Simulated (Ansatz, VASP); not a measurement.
# Cross-check of Mg11B25C24 (B_Mg) between VASP and Ansatz

One calculation is typed for both programs; each brings its own data sets and cutoff. How far apart do they land? The structure shown is the end of the VASP relaxation below.

Calculated with Ansatz 0.2.0; plane waves, with VASP 6.6.1 beside it; single point at PBEsol.

## 1. Set-up

The cell holds 60 atoms: 11 Mg, 25 B and 24 C. Cell: a = 8.535 Å, b = 8.535 Å, c = 8.300 Å, α = 90.0°, β = 90.0°, γ = 65.5°. It derives from MgB2C2 (MgB2C2 (Pnnm)). Nearest the centre at fractional (0.500, 0.500, 0.667): B28 at 1.05 Å, C57 at 2.31 Å, C47 at 2.35 Å, C55 at 2.36 Å, C54 at 2.38 Å, C46 at 2.38 Å, B33 at 2.39 Å, B32 at 2.44 Å.

## 2. VASP: relaxation, PBEsol

This run makes the geometry at which the two programs are then compared.

Lines of VASP's logs that name or quote its potential files are left out, and so is its time.

The input, INCAR:

```
SYSTEM = Mg11B25C24
PREC = Normal
ENCUT = 400
EDIFF = 1E-05
NELM = 120
ISMEAR = 0
SIGMA = 0.05
LREAL = Auto
ALGO = Fast
GGA = PS
ISPIN = 2
MAGMOM = 0 0 0 0 0 0 0 0 0 0 0 0 0 0 0 0 0 0 0 0 0 0 0 0 0 0 0 0.6 0 0 0 0 0 0 0 0 0 0 0 0 0 0 0 0 0 0.6 0.6 0 0 0 0 0 0 0 0 0 0.6 0 0 0
LORBIT = 11
LWAVE = True
LCHARG = .TRUE.
KPAR = 4
IBRION = 1
NSW = 50
ISIF = 2
EDIFFG = -0.03
POTIM = 0.3
MAXMIX = 40
ISYM = 0
```

The input, POSCAR:

```
Mg11B25C24
1.0
    4.6186696203      7.1768882529      0.0000000000
   -4.6186696203      7.1768882529      0.0000000000
    0.0000000000      0.0000000000      8.3003684025
Mg B C
11 25 24
Direct
    0.9986042762      0.4995279791      0.1667312380
    0.4977686867      0.0033638825      0.1669456397
    0.0029074181      0.0025837487      0.0001473744
    0.5033929451      0.5067130850      0.9868261746
    0.9912340677      0.5071523017      0.4992752207
    0.5030335827      0.9894716323      0.4991980257
    0.0025902921      0.0028487269      0.3336194768
    0.5037869911      0.5067208904      0.3465163101
    0.9908288405      0.5072951446      0.8343883228
    0.5030814047      0.9891689005      0.8348201456
    0.0030272056      0.0045961515      0.6669172053
    0.3086464807      0.4272178208      0.1668924458
    0.8065027186      0.9286136433      0.1672723300
    0.1939487146      0.0779222861      0.1666467464
    0.6933516339      0.5762907218      0.1666069122
    0.4266806485      0.8079877087      0.9997144500
    0.9237064807      0.3072894438      0.9997679893
    0.0755904107      0.6965924878      0.0007436552
    0.5759361764      0.1961109327      0.0002583993
    0.3000687561      0.4246270812      0.4952226819
    0.8089296352      0.9250951889      0.4997832445
    0.1946666767      0.0782641969      0.5001977130
    0.6937378207      0.5782661723      0.5032694622
    0.4268324106      0.8081200661      0.3337864932
    0.9236434043      0.3074840785      0.3335594205
    0.0756086399      0.6965767014      0.3331638086
    0.5761617829      0.1963799237      0.3333785276
    0.4404634365      0.4067166957      0.6673072928
    0.2997872648      0.4247705975      0.8387620804
    0.8087264286      0.9250649315      0.8347660211
    0.1946803590      0.0782054797      0.8330550577
    0.6935276808      0.5780889320      0.8300455560
    0.4258344477      0.8025109832      0.6666846496
    0.9243710305      0.3110461492      0.6666651089
    0.0805919815      0.6985910335      0.6671327858
    0.5782604783      0.1827573831      0.6669556537
    0.0034428593      0.2191981459      0.1666880340
    0.5050520154      0.7198167541      0.1667292765
    0.4958332506      0.2852061010      0.1667563694
    0.9952469592      0.7839628548      0.1669040928
    0.2183029870      0.5071321341      0.0012365076
    0.7197689198      0.0085981376      0.9996801309
    0.2822471575      0.9985241145      0.0001315793
    0.7817541125      0.4970166241      0.9995780272
    0.0037198198      0.2196528448      0.4999855118
    0.5079302901      0.7226876569      0.4998546828
    0.4901233551      0.2805660484      0.5042704402
    0.9975465871      0.7817851178      0.5008740319
    0.2183563641      0.5070459825      0.3326327843
    0.7199732195      0.0088274014      0.3347678574
    0.2822241741      0.9986757338      0.3330793976
    0.7818338287      0.4972205945      0.3338238946
    0.0037964931      0.2195846703      0.8334224476
    0.5076859950      0.7224130151      0.8333919964
    0.4898879175      0.2805004310      0.8298770118
    0.9975279914      0.7820295405      0.8331666059
    0.2277165719      0.5093158007      0.6669481805
    0.7222465707      0.0026538090      0.6672254562
    0.2830240625      0.9966688001      0.6666431224
    0.7886288593      0.5026293847      0.6666770916
```

The input, KPOINTS:

```
Automatic mesh
0
Gamma
2 2 2
0 0 0
```

Potentials, in the order of the species: Mg, B and C (PBE family, release 64).

Launch:

```
$ mpirun -np 4 vasp_std
```

Numbers of over 12 decimals in the logs are rounded to 6 here.

The log of the run:

```text
[banner, memory and clock lines left out]
running    4 mpi-ranks, on    1 nodes
[...]
|                                                                             |
|               ----> ADVICE to this user running VASP <----                  |
|                                                                             |
|     You enforced a specific xc type in the INCAR file but a different       |
|     [... a line on the potential file left out ...]
|     I HOPE YOU KNOW WHAT YOU ARE DOING!                                     |
|                                                                             |

 LDA part: xc-table for (Slater+PW92), standard interpolation
 POSCAR, INCAR and KPOINTS ok, starting setup
[...]
entering main loop
       N       E                     dE             d eps       ncg     rms          rms(c)
DAV:   1     0.535079098977E+03    0.53508E+03   -0.75987E+04  4216   0.109E+03
DAV:   2    -0.410416454656E+03   -0.94550E+03   -0.88591E+03  5184   0.234E+02
DAV:   3    -0.477694020057E+03   -0.67278E+02   -0.66461E+02  4824   0.626E+01
DAV:   4    -0.479442157001E+03   -0.17481E+01   -0.17420E+01  4928   0.104E+01
[...]
RMM:  14    -0.430989251741E+03    0.76715E-05   -0.58394E-04  4209   0.639E-02    0.428E-02
RMM:  15    -0.430989226989E+03    0.24751E-04   -0.28207E-04  4122   0.358E-02    0.114E-02
RMM:  16    -0.430989234397E+03   -0.74075E-05   -0.70856E-05  3677   0.186E-02
   1 F= -.43098923E+03 E0= -.43098796E+03  d E =-.430989E+03  mag=     0.9736
[... from here on, the cycles between the ionic steps are left out ...]
   2 F= -.43099692E+03 E0= -.43099627E+03  d E =-.768139E-02  mag=     0.9895
   3 F= -.43100129E+03 E0= -.43100085E+03  d E =-.437187E-02  mag=     0.9934
   4 F= -.43100839E+03 E0= -.43100828E+03  d E =-.710675E-02  mag=     0.9984
   5 F= -.43101176E+03 E0= -.43101171E+03  d E =-.336120E-02  mag=     0.9995
   6 F= -.43101340E+03 E0= -.43101338E+03  d E =-.164374E-02  mag=     0.9999
   7 F= -.43101408E+03 E0= -.43101407E+03  d E =-.682437E-03  mag=     0.9999
 BRION: g(F)=  0.244E-03 g(S)=  0.000E+00 retain N=  5 mean eig= 4.30
 eig:   7.819  7.819  1.038  2.412  2.412
 reached required accuracy - stopping structural energy minimisation
 writing wavefunctions
```

Parts of OUTCAR (step 2):

```text
  FREE ENERGIE OF THE ION-ELECTRON SYSTEM (eV)
  ---------------------------------------------------
  free  energy   TOTEN  =      -431.0140817768 eV

  energy  without entropy=     -431.0140511099  energy(sigma->0) =     -431.01406644

 reached required accuracy - stopping structural energy minimisation

 magnetization (x)
# of ion       s       p       d       tot
------------------------------------------
    1       -0.000   0.000   0.000   0.000
    2       -0.000  -0.000   0.001   0.000
    3        0.001   0.001   0.000   0.002
    4        0.000   0.000   0.001   0.002
    5        0.001   0.002   0.001   0.003
    6        0.002   0.003   0.001   0.005
    7        0.001   0.001   0.000   0.002
    8        0.000   0.000   0.001   0.002
    9        0.001   0.002   0.001   0.003
   10        0.002   0.003   0.001   0.005
   11        0.001   0.000   0.000   0.001
   12        0.001   0.009   0.000   0.009
   13        0.000   0.003   0.000   0.003
[...]
--------------------------------------------------
tot          0.116   0.378   0.006   0.500

[... 1 further part left out ...]
```

[end of part 1 of 2]

[Lines on the potential files, build, host, timing and source positions are cut from VASP's logs without a mark.]

[Logs are printed without paths, hosts, clocks, repeated set-up lines and the standing remarks that a program may print on its own settings, such as how far it seeks lower states.]

[Hosts, paths, dates, database ids (printed as entryN), source tags and the programs' standing remarks are cut or masked in the printed files.]
